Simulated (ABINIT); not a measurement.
# Bi (Im-3m) in ABINIT: reference runs

How does Bi come out in PBEsol? The cell is run as given and disturbed.

All numbers are computed with ABINIT 10.8.3 (patched build); they aren't measurements. Logs are shortened: lines on timing, memory, paths and dates and some standing lists are left out, and cuts for length are marked. The log counts tension as positive stress, the text compression.

**1. The crystal as given**

The structure is cubic, space group Im-3m (No. 229). The conventional cell has a = 3.963 Å, b = 3.963 Å, c = 3.963 Å, α = 90.00°, β = 90.00°, γ = 90.00°. Bi (site symmetry m-3m) is surrounded by 8 Bi at 3.43 Å.

This isn't the form of Bi at room conditions, which is rhombohedral.

**2. Single point, PBEsol**

The input, run.abi:

```
# Pseudopotentials
pp_dirpath "./"
pseudos "Bi.upf"

# Structure
acell 6.4854235633 6.4854235633 6.4854235633
rprim
    -0.5773502692     0.5773502692     0.5773502692
     0.5773502692    -0.5773502692     0.5773502692
     0.5773502692     0.5773502692    -0.5773502692
ntypat 1
znucl 83
natom 1
typat 1
xred
     0.0000000000     0.0000000000     0.0000000000

# Plane-wave basis
ecut 33.0

# k points
kptopt 1
ngkpt 9 9 9
nshiftk 1
shiftk 0.0 0.0 0.0

# Exchange and correlation
ixc -116133

# Bands and occupations
nband 12
occopt 3
tsmear 0.05 eV

# SCF cycle
nstep 100
tolvrs 1.0e-10

# Output
iomode 3
prtwf 0
prteig 0
prtebands 0
enunit 2
prtden 1
prtvha 1
prtvclmb 1
prtpot 1
prtelf 1
```

Potentials or basis: PseudoDojo NC SR PBEsol v0.4.1 standard.

Command:

```
$ abinit run.abi > log 2>&1
```

run.abo:

```text
.Version 10.8.3 of ABINIT
 Symmetries : space group Im -3 m (#229); Bravais cI (body-center cubic)
================================================================================
 Values of the parameters that define the memory need of the present run
     intxc =       0    ionmov =       0      iscf =       7    lmnmax =       6
     lnmax =       6     mgfft =      36  mpssoang =       3    mqgrid =    3001
     natom =       1  nloc_mem =       1    nspden =       1   nspinor =       1
    nsppol =       1      nsym =      48    n1xccc =    2501    ntypat =       1
    occopt =       3   xclevel =       2
       mpw =        1922          nfft =       46656          nkpt =          35
================================================================================
================================================================================

--------------------------------------------------------------------------------
------------- Echo of variables that govern the present computation ------------
--------------------------------------------------------------------------------
 -outvars: echo values of preprocessed input variables --------
            acell      6.4854235633E+00  6.4854235633E+00  6.4854235633E+00 Bohr
              amu      2.08980370E+02
             ecut      3.30000000E+01 Hartree
           enunit           2
              ixc     -116133
         kptrlatt        9    0    0      0    9    0      0    0    9
          kptrlen      5.83688121E+01
            natom           1
            nband          12
            ngfft          36      36      36
             nkpt          35
            nstep         100
             nsym          48
           ntypat           1
           occopt           3
        prtebands           0
           prteig           0
           prtelf           1
           prtpot           1
         prtvclmb           1
           prtvha           1
            prtwf           0
            rprim     -5.7735026920E-01  5.7735026920E-01  5.7735026920E-01
                       5.7735026920E-01 -5.7735026920E-01  5.7735026920E-01
                       5.7735026920E-01  5.7735026920E-01 -5.7735026920E-01
          spgroup         229
           tolvrs      1.00000000E-10
           tsmear      1.83746611E-03 Hartree
            typat      1
            znucl       83.00000

================================================================================

 chkinp: Checking input parameters for consistency.

================================================================================
== DATASET  1 ==================================================================

--- !DatasetInfo
iteration_state: {dtset: 1, }
dimensions: {natom: 1, nkpt: 35, mband: 12, nsppol: 1, nspinor: 1, nspden: 1, mpw: 1922, }
cutoff_energies: {ecut:  33.0, pawecutdg:  -1.0, }
electrons: {nelect:   1.50000000E+01, charge:   0.00000000E+00, occopt:   3.00000000E+00, tsmear:   1.83746611E-03, }
meta: {optdriver: 0, ionmov: 0, optcell: 0, iscf: 7, paral_kgb: 0, }
...

 Real(R)+Recip(G) space primitive vectors, cartesian coordinates (Bohr,Bohr^-1):
 R(1)= -3.7443610  3.7443610  3.7443610  G(1)=  0.0000000  0.1335341  0.1335341
 R(2)=  3.7443610 -3.7443610  3.7443610  G(2)=  0.1335341  0.0000000  0.1335341
 R(3)=  3.7443610  3.7443610 -3.7443610  G(3)=  0.1335341  0.1335341  0.0000000
 Unit cell volume ucvol=  2.0998736E+02 bohr^3
 Angles (23,13,12)=  1.09471221E+02  1.09471221E+02  1.09471221E+02 degrees

 getcut: wavevector=  0.0000  0.0000  0.0000  ngfft=  36  36  36
         ecut(hartree)=     33.000   => boxcut(ratio)=   2.14656

--- Pseudopotential description ------------------------------------------------
- pspini: atom type   1  psp file is ./Bi.upf
12 -116133 2 -1 1472                          pspcod,pspxc,lmax,lloc,mmax
     nproj     2     2     2

   6.43511670E+02                                ecore*ucvol(ha*bohr**3)
--------------------------------------------------------------------------------

================================================================================

--- !BeginCycle
iteration_state: {dtset: 1, }
solver: {iscf: 7, nstep: 100, nline: 4, wfoptalg: 0, }
tolerances: {tolvrs: 1.00E-10, }
...

     iter   Etot(hartree)      deltaE(h)  residm     vres2
 ETOT  1  -81.902010084254    -8.190E+01 7.299E-02 8.990E-01
 ETOT  2  -81.925377542726    -2.337E-02 3.160E-03 2.535E-01
 ETOT  3  -81.925415237101    -3.769E-05 2.406E-03 2.424E-02
 ETOT  4  -81.925420893123    -5.656E-06 1.690E-03 9.030E-05
 ETOT  5  -81.925420904859    -1.174E-08 6.274E-04 3.873E-07
 ETOT  6  -81.925420904910    -5.107E-11 2.248E-04 5.605E-09
 ETOT  7  -81.925420904909     5.826E-13 4.635E-04 4.735E-11

 At SCF step    7       vres2   =  4.74E-11 < tolvrs=  1.00E-10 =>converged.

 Compute ELF
--------------------------------------------------------------------------------

 Compute kinetic energy density

 Compute gradient of the electron density
 Electron Localization Function (ELF) [min:0;max:1]
)     Maximum=    4.7546E-01  at reduced coord.    0.1389    0.9444    0.9444
)     Minimum=    3.9653E-06  at reduced coord.    0.0278    0.0000    0.0000
   Integrated=    6.1974E+01

--------------------------------------------------------------------------------
 End of ELF section

 Cartesian components of stress tensor (hartree/bohr^3)
  sigma(1 1)=  6.60651589E-05  sigma(3 2)=  0.00000000E+00
  sigma(2 2)=  6.60651589E-05  sigma(3 1)=  0.00000000E+00
  sigma(3 3)=  6.60651589E-05  sigma(2 1)=  0.00000000E+00

--- !ResultsGS
iteration_state: {dtset: 1, }
comment   : Summary of ground state results
lattice_vectors:
- [ -3.7443610,   3.7443610,   3.7443610, ]
- [  3.7443610,  -3.7443610,   3.7443610, ]
- [  3.7443610,   3.7443610,  -3.7443610, ]
lattice_lengths: [   6.48542,    6.48542,    6.48542, ]
lattice_angles: [109.471, 109.471, 109.471, ] # degrees, (23, 13, 12)
lattice_volume:   2.0998736E+02
convergence: {deltae:  5.826E-13, res2:  4.735E-11, residm:  4.635E-04, diffor: null, }
etotal    :  -8.19254209E+01
entropy   :   0.00000000E+00
fermie    :   2.27930571E-01
cartesian_stress_tensor: # hartree/bohr^3
- [  6.60651589E-05,   0.00000000E+00,   0.00000000E+00, ]
- [  0.00000000E+00,   6.60651589E-05,   0.00000000E+00, ]
- [  0.00000000E+00,   0.00000000E+00,   6.60651589E-05, ]
pressure_GPa:  -1.9437E+00
xred      :
- [  0.0000E+00,   0.0000E+00,   0.0000E+00, Bi]
cartesian_forces: # hartree/bohr
- [ -0.00000000E+00,  -0.00000000E+00,  -0.00000000E+00, ]
force_length_stats: {min:   0.00000000E+00, max:   0.00000000E+00, mean:   0.00000000E+00, }
...

 Integrated electronic density in atomic spheres:
 ------------------------------------------------
 Atom  Sphere_radius  Integrated_density
    1        2.00000         10.68978012
================================================================================

 ----iterations are completed or convergence reached----

 Mean square residual over all n,k,spin=   19.634E-07; max=  46.352E-05
 reduced coordinates (array xred) for    1 atoms
       0.000000000000      0.000000000000      0.000000000000
 rms dE/dt=  0.0000E+00; max dE/dt=  0.0000E+00; dE/dt below (all hartree)
    1       0.000000000000      0.000000000000      0.000000000000

 cartesian coordinates (angstrom) at end:
    1      0.00000000000000     0.00000000000000     0.00000000000000

 cartesian forces (hartree/bohr) at end:
    1     -0.00000000000000    -0.00000000000000    -0.00000000000000
 frms,max,avg= 0.0000000E+00 0.0000000E+00   0.000E+00  0.000E+00  0.000E+00 h/b

 cartesian forces (eV/Angstrom) at end:
    1     -0.00000000000000    -0.00000000000000    -0.00000000000000
 frms,max,avg= 0.0000000E+00 0.0000000E+00   0.000E+00  0.000E+00  0.000E+00 e/A
 length scales=  6.485423563300  6.485423563300  6.485423563300 bohr
              =  3.431938350423  3.431938350423  3.431938350423 angstroms
 Fermi (or HOMO) energy (hartree) =   0.22793   Average Vxc (hartree)=  -0.39577
 Eigenvalues (hartree) for nkpt=  35  k points:
 kpt#   1, nband= 12, wtk=  0.00137, kpt=  0.0000  0.0000  0.0000 (reduced coord)
  -0.61631   -0.61631   -0.61631   -0.61157   -0.61157   -0.26986    0.41541    0.41541
   0.41541    0.56127    0.62568    0.62568
      occupation numbers for kpt#   1
   2.00000    2.00000    2.00000    2.00000    2.00000    2.00000    0.00000    0.00000
   0.00000    0.00000    0.00000    0.00000
 prteigrs : prtvol=0 or 1, do not print more k-points.

 Fermi (or HOMO) energy (eV) =   6.20231   Average Vxc (eV)= -10.76942
 Eigenvalues (   eV  ) for nkpt=  35  k points:
 kpt#   1, nband= 12, wtk=  0.00137, kpt=  0.0000  0.0000  0.0000 (reduced coord)
 -16.77068  -16.77068  -16.77068  -16.64163  -16.64163   -7.34321   11.30375   11.30375
  11.30375   15.27284   17.02574   17.02575
 prteigrs : prtvol=0 or 1, do not print more k-points.

--- !EnergyTerms
iteration_state     : {dtset: 1, }
comment             : Components of total free energy in Hartree
kinetic             :  3.90932301644300E+01
hartree             :  1.52870739091983E+01
xc                  : -2.14671791074041E+01
Ewald energy        : -5.46707113283237E+01
psp_core            :  3.06452580462698E+00
local_psp           : -4.79940201831392E+01
non_local_psp       : -1.52381861590842E+01
internal            : -8.19252668996958E+01
'-kT*entropy'       : -1.54005213539058E-04
total_energy        : -8.19254209049094E+01
total_energy_eV     : -2.22930427160805E+03
band_energy         : -6.05531714022423E+00
...

 Cartesian components of stress tensor (hartree/bohr^3)
  sigma(1 1)=  6.60651589E-05  sigma(3 2)=  0.00000000E+00
  sigma(2 2)=  6.60651589E-05  sigma(3 1)=  0.00000000E+00
  sigma(3 3)=  6.60651589E-05  sigma(2 1)=  0.00000000E+00

-Cartesian components of stress tensor (GPa)         [Pressure= -1.9437E+00 GPa]
- sigma(1 1)=  1.94370408E+00  sigma(3 2)=  0.00000000E+00
- sigma(2 2)=  1.94370408E+00  sigma(3 1)=  0.00000000E+00
- sigma(3 3)=  1.94370408E+00  sigma(2 1)=  0.00000000E+00

== END DATASET(S) ==============================================================
================================================================================

 -outvars: echo values of variables after computation  --------
            acell      6.4854235633E+00  6.4854235633E+00  6.4854235633E+00 Bohr
           etotal     -8.1925420905E+01
            fcart     -0.0000000000E+00 -0.0000000000E+00 -0.0000000000E+00
            rprim     -5.7735026920E-01  5.7735026920E-01  5.7735026920E-01
                       5.7735026920E-01 -5.7735026920E-01  5.7735026920E-01
                       5.7735026920E-01  5.7735026920E-01 -5.7735026920E-01
           strten      6.6065158917E-05  6.6065158917E-05  6.6065158917E-05
                       0.0000000000E+00  0.0000000000E+00  0.0000000000E+00
 Calculation completed.
```

Run time: 16 s. Hardware: 1 thread of Intel Xeon Platinum 8488C (Sapphire Rapids), shared host; peak memory 0.08 GiB.

What came out:

* Free energy: -2229.3043 eV
* Pressure: -1.9 GPa
* Band gap on the k mesh: none (metal or under the smearing width)
* Valence electrons inside the program's atomic spheres: Bi 10.69 (radii [1.0584] Å)

Levels at points of the mesh, in eV from the Fermi level:
```csv
k point,band 5,band 6,band 7,band 8,band 9,band 10
"(0.00, 0.00, 0.00)",-22.84,-13.55,5.10,5.10,5.10,9.07
```

Caveat: spin-orbit coupling is left out, which moves the levels of the heavy elements.

**3. Equation of state, PBEsol**

run.abi: that of step 2 with these lines changed.

```diff
@@ -1 +1,12 @@
+# Datasets: one volume each
+ndtset 7
+getwfk -1
+scalecart1 3*0.9795861087
+scalecart2 3*0.9864848297
+scalecart3 3*0.9932883884
+scalecart4 3*1.0000000000
+scalecart5 3*1.0066227096
+scalecart6 3*1.0131594038
+scalecart7 3*1.0196128224
+
 # Pseudopotentials
@@ -5,3 +16,3 @@
 # Structure
-acell 6.4854235633 6.4854235633 6.4854235633
+acell 3.4319383527 3.4319383527 3.4319383527 Angstrom
 rprim
@@ -32,3 +43,3 @@
 occopt 3
-tsmear 0.05 eV
+tsmear 0.00183747
 
@@ -40,10 +51,5 @@
 iomode 3
-prtwf 0
+prtwf 1
+prtden 0
 prteig 0
 prtebands 0
-enunit 2
-prtden 1
-prtvha 1
-prtvclmb 1
-prtpot 1
-prtelf 1
```

Potentials or basis: PseudoDojo NC SR PBEsol v0.4.1 standard.

Command:

```
$ abinit run.abi > log 2>&1
```

run.abo:

```text
.Version 10.8.3 of ABINIT
 DATASET    1 : space group Im -3 m (#229); Bravais cI (body-center cubic)
================================================================================
 Values of the parameters that define the memory need for DATASET  1.
     intxc =       0    ionmov =       0      iscf =       7    lmnmax =       6
     lnmax =       6     mgfft =      36  mpssoang =       3    mqgrid =    3001
     natom =       1  nloc_mem =       1    nspden =       1   nspinor =       1
    nsppol =       1      nsym =      48    n1xccc =    2501    ntypat =       1
    occopt =       3   xclevel =       2
       mpw =        1812          nfft =       46656          nkpt =          35
================================================================================
================================================================================
[... 61 lines left out ...]
 DATASET    7 : space group Im -3 m (#229); Bravais cI (body-center cubic)
================================================================================
[... 1076 lines left out ...]
            fcart6    -0.0000000000E+00 -0.0000000000E+00 -0.0000000000E+00
            fcart7    -0.0000000000E+00 -0.0000000000E+00 -0.0000000000E+00
            rprim1    -5.6556430356E-01  5.6556430356E-01  5.6556430356E-01
                       5.6556430356E-01 -5.6556430356E-01  5.6556430356E-01
                       5.6556430356E-01  5.6556430356E-01 -5.6556430356E-01
[... 17 lines left out ...]
                       5.8867373749E-01  5.8867373749E-01 -5.8867373749E-01
           strten1    -5.9205553598E-05 -5.9205553598E-05 -5.9205553598E-05
                       0.0000000000E+00  0.0000000000E+00  0.0000000000E+00
           strten2    -1.3277189053E-05 -1.3277189053E-05 -1.3277189053E-05
                       0.0000000000E+00  0.0000000000E+00  0.0000000000E+00
           strten3     2.8557964762E-05  2.8557964762E-05  2.8557964762E-05
                       0.0000000000E+00  0.0000000000E+00  0.0000000000E+00
           strten4     6.6062520907E-05  6.6062520907E-05  6.6062520907E-05
                       0.0000000000E+00  0.0000000000E+00  0.0000000000E+00
           strten5     9.9284107089E-05  9.9284107089E-05  9.9284107089E-05
                       0.0000000000E+00  0.0000000000E+00  0.0000000000E+00
           strten6     1.2845470296E-04  1.2845470296E-04  1.2845470296E-04
                       0.0000000000E+00  0.0000000000E+00  0.0000000000E+00
           strten7     1.5407811136E-04  1.5407811136E-04  1.5407811136E-04
                       0.0000000000E+00  0.0000000000E+00  0.0000000000E+00
 Calculation completed.
```

Run time: 91 s. Hardware: 1 thread of Intel Xeon Platinum 8488C (Sapphire Rapids), shared host; peak memory 0.11 GiB.

What came out:

```
Equilibrium volume                      : 30.08 Å³/atom
Bulk modulus                            : 61 GPa
Pressure derivative of the bulk modulus : 4.7
```

Energy against volume, from the lowest point:
```tsv
volume (Å³/atom)	energy (meV/atom)
29.250	4.31
29.872	0.00
30.495	0.71
31.117	5.96
31.739	15.26
32.362	28.11
32.984	44.10
```

Caveat: pressures at fixed basis lie under the slope of the energies; spin-orbit coupling is left out, which moves the levels of the heavy elements.

**4. Single point, PBEsol (cell strained at random at fixed volume)**

The input, run.abi:

```
# Pseudopotentials
pp_dirpath "./"
pseudos "Bi.upf"

# Structure
acell 3*1.0
rprim
    -3.8760021364     3.6514497605     3.7108948752
     3.7967092282    -3.6927894092     3.6729416157
     3.9116537095     3.7284409822    -3.7522345239
ntypat 1
znucl 83
natom 1
typat 1
xcart
    -0.0892289536    -0.0597258230    -0.0408938092
chkprim 0
chksymtnons 0
tolsym 1.0e-6

# Plane-wave basis
ecut 33.0

# k points
kptopt 1
ngkpt 9 9 9
nshiftk 1
shiftk 0.0 0.0 0.0

# Exchange and correlation
ixc -116133

# Bands and occupations
nband 12
occopt 3
tsmear 0.05 eV

# SCF cycle
nstep 100
tolvrs 1.0e-10

# Output
iomode 3
prtwf 0
prteig 0
prtebands 0
prtden 1
prtvha 1
prtvclmb 1
prtpot 1
prtelf 1
```

Potentials or basis: PseudoDojo NC SR PBEsol v0.4.1 standard.

Command:

```
$ abinit run.abi > log 2>&1
```

run.abo:

```text
.Version 10.8.3 of ABINIT
 Symmetries : space group P-1 (#  2); Bravais aP (primitive triclinic)
================================================================================
 Values of the parameters that define the memory need of the present run
     intxc =       0    ionmov =       0      iscf =       7    lmnmax =       6
     lnmax =       6     mgfft =      36  mpssoang =       3    mqgrid =    3001
     natom =       1  nloc_mem =       1    nspden =       1   nspinor =       1
    nsppol =       1      nsym =       2    n1xccc =    2501    ntypat =       1
    occopt =       3   xclevel =       2
       mpw =        1925          nfft =       46656          nkpt =         365
================================================================================
================================================================================

--------------------------------------------------------------------------------
------------- Echo of variables that govern the present computation ------------
[... 197 lines left out ...]

-Cartesian components of stress tensor (GPa)         [Pressure= -1.8986E+00 GPa]
- sigma(1 1)=  2.60408239E+00  sigma(3 2)= -8.85691879E-02
- sigma(2 2)=  1.53412767E+00  sigma(3 1)= -4.06707905E-01
- sigma(3 3)=  1.55755089E+00  sigma(2 1)=  1.08878783E-01

== END DATASET(S) ==============================================================
================================================================================

 -outvars: echo values of variables after computation  --------
            acell      1.0000000000E+00  1.0000000000E+00  1.0000000000E+00 Bohr
           etotal     -8.1925219308E+01
            fcart     -0.0000000000E+00 -0.0000000000E+00 -0.0000000000E+00
            rprim     -3.8760021364E+00  3.6514497605E+00  3.7108948752E+00
                       3.7967092282E+00 -3.6927894092E+00  3.6729416157E+00
                       3.9116537095E+00  3.7284409822E+00 -3.7522345239E+00
           strten      8.8510961242E-05  5.2143939690E-05  5.2940078645E-05
                      -3.0104055090E-06 -1.3823720704E-05  3.7007146024E-06
           xangst     -4.7217928766E-02 -3.1605544413E-02 -2.1640071881E-02
             xred     -1.3777000002E-02 -1.7304999997E-02 -1.9666000001E-02
 Calculation completed.
```

Wall time 2.6 min (1 thread of Intel Xeon Platinum 8488C (Sapphire Rapids), shared host); peak memory 0.2 GiB.

What came out:

| Quantity | Value |
| --- | --- |
| Free energy | -2229.2988 eV |
| Pressure | -1.9 GPa |
| Band gap on the k mesh | none (metal or under the smearing width) |
| Valence electrons inside the program's atomic spheres | Bi 10.71 (radii [1.0584] Å) |

Stress tensor (GPa, compression positive):
```
-2.60 -0.11  0.41
-0.11 -1.53  0.09
 0.41  0.09 -1.56
```

Caveat: spin-orbit coupling is left out, which moves the levels of the heavy elements.

**5. The runs side by side**

| task | cell | gap on the mesh (eV) | pressure (GPa) |
| --- | --- | --- | --- |
| single point | as given | none | -1.9 |
| equation of state | as given | - | - |
| single point | cell strained at random at fixed volume | none | -1.9 |

Alike in all rows: level PBEsol; potentials or basis PseudoDojo NC SR PBEsol v0.4.1 standard; no spin polarisation; k mesh 9 × 9 × 9; cutoff (eV) 898; smearing fermi-dirac 0.05 eV.

Caveats: spin-orbit coupling is left out, which moves the levels of the heavy elements; pressures at fixed basis lie under the slope of the energies (some runs).

Absolute energies hang on the potentials; compare differences alone.
